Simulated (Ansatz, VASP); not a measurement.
**One calculation of V, two programs**

INCAR

```
PREC = Accurate
ENCUT = 520
EDIFF = 1E-6
ISMEAR = 0
SIGMA = 0.028000000000000004
LREAL = False
LASPH = True
NELM = 150
ALGO = Normal
ISIF = 2
LWAVE = False
LCHARG = False
ISPIN = 2
MAGMOM = 2
LORBIT = 11
LMAXMIX = 4
GGA = PE
NBANDS = 16
```

File KPOINTS:

```
regular mesh
0
Gamma
  12 12 12
```

Contents of POSCAR:

```
V
1.0
   -1.5143500000      1.5143500000      1.5143500000
    1.5143500000     -1.5143500000      1.5143500000
    1.5143500000      1.5143500000     -1.5143500000
V
1
Direct
    0.0000000000      0.0000000000      0.0000000000
```

Contents of input.yaml:

```yaml
crystal:
  lattice:
    - [-1.51435, 1.51435, 1.51435]
    - [1.51435, -1.51435, 1.51435]
    - [1.51435, 1.51435, -1.51435]
  atoms:
    - { symbol: V, position: [0.0, 0.0, 0.0], spin: 2.0 }
hamiltonian:
  xc: pbe
  pseudopotentials: { kind: paw }
magnetization:
  spin_polarized: true
kpoints:
  mp_grid: { grid: [12, 12, 12] }
scf:
  occupations: { method: gaussian, width: 0.028 }
output:
  forces: true
  stress: true
  eigenvalues: true
```

Alike in both runs: task single point; functional PBE; k mesh 12 × 12 × 12; occupations gaussian, width 0.028 eV; collinear spin.

|  | VASP | Ansatz |
| --- | --- | --- |
| version | VASP 6.6.1 | Ansatz 0.2.0 |
| potentials or method | VASP PAW PBE potentials, release 64 (V_sv) | Ansatz PAW |
| plane-wave cutoff (eV) | 520 | 420 |
| valence electrons in the cell | 13 | 13 |

Ansatz gave:

* gap on the k mesh at the Fermi level (eV): none
* pressure (GPa): -5.2
* net moment per atom (μB): 0.12
* size of the moment on the site where the two differ most (μB): 0.10

Task: Which values does VASP return?

Result: gap on the k mesh at the Fermi level (eV): none; pressure (GPa): -5.1; net moment per atom (μB): 0.13; size of the moment on the site where the two differ most (μB): 0.11.

Site moments also hang on the region over which each program counts them. A gap of «none» marks a metal or a gap that the smearing closes. The functional is the same, so the differences come from potentials, cutoffs and numerics.

Caveats: the starting moments weren't kept (Ansatz).
